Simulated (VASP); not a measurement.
# SnTe (F-43m) in VASP: a series of runs

Runs on SnTe. Level: PBEsol. Tasks: single point.

Everything below comes from runs of VASP 6.6.1. Logs are shortened: lines on timing, memory, paths and dates and some standing lists are left out, and cuts for length are marked.

## 1. The structure

Symmetry: F-43m, No. 216, cubic system. The conventional cell has a = 7.222 Å, b = 7.222 Å, c = 7.222 Å, α = 90.00°, β = 90.00°, γ = 90.00°. Te (site symmetry -43m) is surrounded by 4 Sn at 3.13 Å. Sn (site symmetry -43m) has 4 Te at 3.13 Å as nearest neighbours.

Measurements of this composition are mostly on another form, of space group No. 225.

## 2. Single point, PBEsol, spin-orbit coupling, no magnetisation

Input file INCAR:

```
SYSTEM = SnTe
PREC = Accurate
ENCUT = 350
EDIFF = 0.001
ISMEAR = 0
SIGMA = 0.02
LREAL = .False.
LASPH = .True.
NELM = 100
ALGO = Normal
ISIF = 2
LWAVE = .False.
LCHARG = .False.
MAGMOM = 0 0 0 0 0 0
LORBIT = 11
LSORBIT = .True.
GGA_COMPAT = .False.
GGA = PS
NBANDS = 36
```

Input file KPOINTS:

```
regular mesh
0
Gamma
  6 6 6
  0 0 0
```

Input file POSCAR:

```
SnTe
1.0
    0.0000000000      3.6111460000      3.6111460000
    3.6111460000      0.0000000000      3.6111460000
    3.6111460000      3.6111460000      0.0000000000
Te Sn
1 1
Direct
    0.2500000000      0.2500000000      0.2500000000
    0.0000000000      0.0000000000      0.0000000000
```

Potentials or basis: VASP PAW PBE potentials, release 64 (Te, Sn_d).

Started as:

```
$ cat potpaw_PBE.64/Te/POTCAR potpaw_PBE.64/Sn_d/POTCAR > POTCAR
$ mpirun -np 1 vasp_ncl > vasp.out
```

OUTCAR:

```text
SYSTEM = SnTe
   PREC = Accurate
   ENCUT = 350
   EDIFF = 0.001
   ISMEAR = 0
   LREAL = .False.
   LASPH = .True.
   NELM = 100
   ISIF = 2
   LORBIT = 11
   LSORBIT = .True.
   GGA = PS

 Found     22 irreducible k-points:

 Following reciprocal coordinates:
            Coordinates               Weight
  0.000000  0.000000  0.000000      1.000000
  0.166667  0.000000  0.000000      4.000000
 -0.166667  0.000000  0.000000      4.000000
  0.333333  0.000000  0.000000      4.000000
 -0.333333  0.000000  0.000000      4.000000
  0.500000  0.000000  0.000000      4.000000
   k-points           NKPTS =     22   k-points in BZ     NKDIM =     22   number of bands    NBANDS=     36
   number of dos      NEDOS =    301   number of ions     NIONS =      2
   total plane-waves  NPLWV =  32768
   dimension x,y,z NGX =    32 NGY =   32 NGZ =   32
   dimension x,y,z NGXF=    64 NGYF=   64 NGZF=   64
   ions per type =               1   1
   NGX,Y,Z   is equivalent  to a cutoff of  10.42, 10.42, 10.42 a.u.
   NGXF,Y,Z  is equivalent  to a cutoff of  20.83, 20.83, 20.83 a.u.
 SYSTEM =  SnTe
   PREC   = accura    normal or accurate (medium, high low for compatibility)
   ISTART =      0    job   : 0-new  1-cont  2-samecut
   ICHARG =      2    charge: 1-file 2-atom 10-const
   ISPIN  =      1    spin polarized calculation?
   LNONCOLLINEAR =      T non collinear calculations
   LSORBIT =      T    spin-orbit coupling
   LASPH  =      T    aspherical Exc in radial PAW
   ENCUT  =  350.0 eV  25.72 Ry    5.07 a.u.   7.79  7.79  7.79*2*pi/ulx,y,z
   NELM   =    100;   NELMIN=  2; NELMDL= -5     # of ELM steps
   EDIFF  = 0.1E-02   stopping-criterion for ELM
   LREAL  =      F    real-space projection
   EDIFFG = 0.1E-01   stopping-criterion for IOM
   NSW    =      0    number of steps for IOM
   IBRION =     -1    ionic relax: 0-MD 1-quasi-New 2-CG
   NFREE  =      0    steps in history (QN), initial steepest desc. (CG)
   ISIF   =      2    stress and relaxation
   ISYM   =      2    0-nonsym 1-usesym 2-fastsym
   POTIM  = 0.5000    time-step for ionic-motion
   TEBEG  =    0.0;   TEEND  =   0.0 temperature during run
   PSTRESS=    0.0 pullay stress
   NELECT =      20.0000    total number of electrons
   NUPDOWN=      -1.0000    fix difference up-down
   EMIN   =  10.00;   EMAX   =-10.00  energy-range for DOS
   EFERMI =   0.00;   METHOD = LEGACY
   ISMEAR =     0;   SIGMA  =   0.02  broadening in eV -4-tet -1-fermi 0-gaus
   EFERMI_NEDOS =   21; number of points for ismear=-14 and -15
   IALGO  =     38    algorithm
   IMIX   =      4    mixing-type and parameters
     AMIX     =   0.40;   BMIX     =  1.00
     AMIX_MAG =   1.60;   BMIX_MAG =  1.00
  volume/ion in A,a.u.               =      47.09       317.78
  Fermi-wavevector in a.u.,A,eV,Ry     =   0.976704  1.845704 12.979296  0.953951
  Thomas-Fermi vector in A             =   2.107344
   LORBIT       =     11    0 simple, 1 ext, 2 COOP (PROOUT), +10 PAW based schemes
   GGA     = PS    functional components
   LHFCALC =     F    Hartree Fock is set to
   AEXX    =    0.0000 exact exchange contribution
   IVDW    =     0    specifies the selected vdW correction
   LEPSILON=     F    determine dielectric tensor
   LRPA    =     F    only Hartree local field effects (RPA)
 Gauss-broadening in eV      SIGMA  =   0.02
  energy-cutoff  :      350.00
  volume of cell :       94.18
 maximum number of plane-waves:      2840
   NGX = 15   NGY = 15   NGZ = 15

 number of electron      20.0000000 magnetization       0.0000000      0.0000000      0.0000000

 number of electron      19.9999991 magnetization       0.0000000      0.0000000     -0.0000000

 number of electron      19.9999991 magnetization      -0.0000000     -0.0000000     -0.0000000

 Free energy of the ion-electron system (eV)
  ---------------------------------------------------
  ext. energy  EPLUGINS =         0.00000000
  ---------------------------------------------------
  free energy    TOTEN  =        -7.76251722 eV

  energy without entropy =       -7.76211947  energy(sigma->0) =       -7.76231834

 E-fermi :   3.0515     XC(G=0):  -7.6691

 val. band max:        3.0412547841   @ k =  -0.3333   0.5000   0.1667
 cond. band min:       3.0525293477   @ k =   0.5000   0.5000   0.0000
 fundamental gap:      0.0112745636
 Fermi energy:         3.0514693128

 k-point     1 :       0.0000    0.0000    0.0000
  band No.  band energies     occupation
      1     -19.2845      1.00000
      2     -19.2845      1.00000
      3     -19.2845      1.00000
      4     -19.2845      1.00000
      5     -18.2537      1.00000
      6     -18.2537      1.00000
[... 24 lines left out ...]
     31       9.4434      0.00000
     32       9.4434      0.00000

 k-point     2 :       0.1667    0.0000    0.0000
  band No.  band energies     occupation
      1     -19.2845      1.00000
      2     -19.2843      1.00000
      3     -19.2843      1.00000
      4     -19.2843      1.00000
      5     -18.2534      1.00000
      6     -18.2534      1.00000
[... 24 lines left out ...]
     31       8.9107      0.00000
     32       8.9184      0.00000

 k-point     3 :      -0.1667    0.0000    0.0000
  band No.  band energies     occupation
      1     -19.2845      1.00000
      2     -19.2843      1.00000
      3     -19.2843      1.00000
      4     -19.2843      1.00000
      5     -18.2534      1.00000
      6     -18.2534      1.00000
[... 24 lines left out ...]
     31       8.9107      0.00000
     32       8.9184      0.00000

 k-point     4 :       0.3333    0.0000    0.0000
  band No.  band energies     occupation
      1     -19.2844      1.00000
      2     -19.2842      1.00000
      3     -19.2842      1.00000
      4     -19.2842      1.00000
      5     -18.2531      1.00000
      6     -18.2531      1.00000
[... 24 lines left out ...]
     31       9.0621      0.00000
     32       9.0733      0.00000

 k-point     5 :      -0.3333    0.0000    0.0000
  band No.  band energies     occupation
      1     -19.2844      1.00000
      2     -19.2842      1.00000
      3     -19.2842      1.00000
      4     -19.2842      1.00000
      5     -18.2531      1.00000
      6     -18.2531      1.00000
[... 24 lines left out ...]
     31       9.0621      0.00000
     32       9.0733      0.00000

 k-point     6 :       0.5000    0.0000    0.0000
  band No.  band energies     occupation
      1     -19.2841      1.00000
      2     -19.2841      1.00000
      3     -19.2841      1.00000
      4     -19.2841      1.00000
      5     -18.2529      1.00000
      6     -18.2529      1.00000
[... 24 lines left out ...]
     31       9.8176      0.00000
     32       9.8176      0.00000

 [... further k-points ...]

 [bands above 32 left out]

------------------------ aborting loop because EDIFF is reached ----------------------------------------

  FORCE on cell =-STRESS in cart. coord.  units (eV):
  Direction    XX          YY          ZZ          XY          YZ          ZX
  --------------------------------------------------------------------------------------
  -------------------------------------------------------------------------------------
  Total       -0.3725173     -0.3725173     -0.3725173      0.0000000      0.0000000     -0.0000000
  in kB       -6.3371195     -6.3371195     -6.3371195      0.0000000      0.0000000     -0.0000000
  external PRESSURE =      -6.3371195 kB  Pullay stress =       0.0000000 kB

 VOLUME and BASIS-vectors are now :
 -----------------------------------------------------------------------------
  energy-cutoff  :      350.00
  volume of cell :       94.18
      direct lattice vectors                 reciprocal lattice vectors
     0.000000000  3.611146000  3.611146000    -0.138460201  0.138460201  0.138460201
     3.611146000  0.000000000  3.611146000     0.138460201 -0.138460201  0.138460201
     3.611146000  3.611146000  0.000000000     0.138460201  0.138460201 -0.138460201

 POSITION                                       TOTAL-FORCE (eV/Angst)
 -----------------------------------------------------------------------------------
      1.80557      1.80557      1.80557         0.000000      0.000000      0.000000
      0.00000      0.00000      0.00000        -0.000000     -0.000000     -0.000000
 -----------------------------------------------------------------------------------
    total drift:                               -0.000025     -0.000025     -0.000025

  FREE ENERGIE OF THE ION-ELECTRON SYSTEM (eV)
  ---------------------------------------------------
  free  energy   TOTEN  =        -7.7625172208 eV

  energy  without entropy=       -7.7621194671  energy(sigma->0) =       -7.76231834

 Spin-Orbit-Coupling matrix elements

 Ion:    1  E_soc:     -0.2282593
 l=   1
     0.0000000    -0.0380425    -0.0380425
    -0.0380425     0.0000000    -0.0380425
    -0.0380425    -0.0380425     0.0000000
 l=   2
     0.0000000     0.0000085     0.0000000     0.0000085    -0.0000092
     0.0000085     0.0000000    -0.0000069     0.0000085    -0.0000023
     0.0000000    -0.0000069     0.0000000    -0.0000069     0.0000000
     0.0000085     0.0000085    -0.0000069     0.0000000    -0.0000023
    -0.0000092    -0.0000023     0.0000000    -0.0000023     0.0000000
 l=   3
     0.0000000     0.0000000     0.0000000     0.0000000     0.0000000     0.0000000     0.0000000
     0.0000000     0.0000000     0.0000000     0.0000000     0.0000000     0.0000000     0.0000000
     0.0000000     0.0000000     0.0000000     0.0000000     0.0000000     0.0000000     0.0000000
     0.0000000     0.0000000     0.0000000     0.0000000     0.0000000     0.0000000     0.0000000
     0.0000000     0.0000000     0.0000000     0.0000000     0.0000000     0.0000000     0.0000000
     0.0000000     0.0000000     0.0000000     0.0000000     0.0000000     0.0000000     0.0000000
     0.0000000     0.0000000     0.0000000     0.0000000     0.0000000     0.0000000     0.0000000

 Ion:    2  E_soc:     -0.1058963
 l=   1
     0.0000000    -0.0115089    -0.0115089
    -0.0115089     0.0000000    -0.0115089
    -0.0115089    -0.0115089     0.0000000
 l=   2
     0.0000000    -0.0012448     0.0000000    -0.0012448    -0.0048957
    -0.0012448     0.0000000    -0.0036718    -0.0012448    -0.0012239
     0.0000000    -0.0036718     0.0000000    -0.0036718     0.0000000
    -0.0012448    -0.0012448    -0.0036718     0.0000000    -0.0012239
    -0.0048957    -0.0012239     0.0000000    -0.0012239     0.0000000
 l=   3
     0.0000000     0.0000000     0.0000000     0.0000000     0.0000000     0.0000000     0.0000000
     0.0000000     0.0000000     0.0000000     0.0000000     0.0000000     0.0000000     0.0000000
     0.0000000     0.0000000     0.0000000     0.0000000     0.0000000     0.0000000     0.0000000
     0.0000000     0.0000000     0.0000000     0.0000000     0.0000000     0.0000000     0.0000000
     0.0000000     0.0000000     0.0000000     0.0000000     0.0000000     0.0000000     0.0000000
     0.0000000     0.0000000     0.0000000     0.0000000     0.0000000     0.0000000     0.0000000
     0.0000000     0.0000000     0.0000000     0.0000000     0.0000000     0.0000000     0.0000000

 total charge

# of ion       s       p       d       tot
------------------------------------------
    1        1.395   1.939   0.016   3.350
    2        1.390   0.708   9.957  12.055
--------------------------------------------------
tot          2.786   2.647   9.973  15.405

 magnetization (x)

# of ion       s       p       d       tot
------------------------------------------
    1       -0.000  -0.000  -0.000  -0.000
    2        0.000   0.000   0.000   0.000
--------------------------------------------------
tot          0.000  -0.000  -0.000  -0.000

 magnetization (y)

# of ion       s       p       d       tot
------------------------------------------
    1        0.000   0.000  -0.000  -0.000
    2        0.000  -0.000   0.000  -0.000
--------------------------------------------------
tot          0.000  -0.000  -0.000  -0.000

 magnetization (z)

# of ion       s       p       d       tot
------------------------------------------
    1        0.000  -0.000   0.000  -0.000
    2       -0.000  -0.000   0.000  -0.000
--------------------------------------------------
tot         -0.000  -0.000   0.000  -0.000
```

It took 29 s on 1 thread of Intel Xeon 6975P-C (Granite Rapids), shared host; peak memory 0.32 GiB.

The run converged, but some of its settings lie outside the range that counts as converged, so its numbers aren't taken as properties of the crystal.

What came out:

```
Free energy                                           : -7.7625 eV
Pressure                                              : -0.6 GPa
Valence electrons inside the program's atomic spheres : Te 3.35; Sn 12.05
```

Caveat: the PAW data sets were made with another functional, which shifts forces and pressure a little.

## 3. Single point, PBEsol, spin-orbit coupling, no magnetisation

Edit INCAR of step 2 so:

```diff
@@ -3,6 +3,6 @@
 ENCUT = 350
-EDIFF = 0.001
+EDIFF = 1E-7
 ISMEAR = 0
 SIGMA = 0.02
-LREAL = .False.
+LREAL = Auto
 LASPH = .True.
```

KPOINTS is that of step 2.

POSCAR is that of step 2.

Potentials or basis: VASP PAW PBE potentials, release 64 (Te, Sn_d).

Started as:

```
$ cat potpaw_PBE.64/Te/POTCAR potpaw_PBE.64/Sn_d/POTCAR > POTCAR
$ mpirun -np 1 vasp_ncl > vasp.out
```

It took 87 s on 1 thread of Intel Xeon 6975P-C (Granite Rapids), shared host; peak memory 0.32 GiB.

These settings aren't checked as converged: the numbers below hold their error.

What came out:

| Property | Result |
| --- | --- |
| Free energy | -7.7643 eV |
| Pressure | -1.5 GPa |
| Valence electrons inside the program's atomic spheres | Te 3.35; Sn 12.05 |

Caveat: the PAW data sets were made with another functional, which shifts forces and pressure a little.

(Part 1 of 3 ends here.)
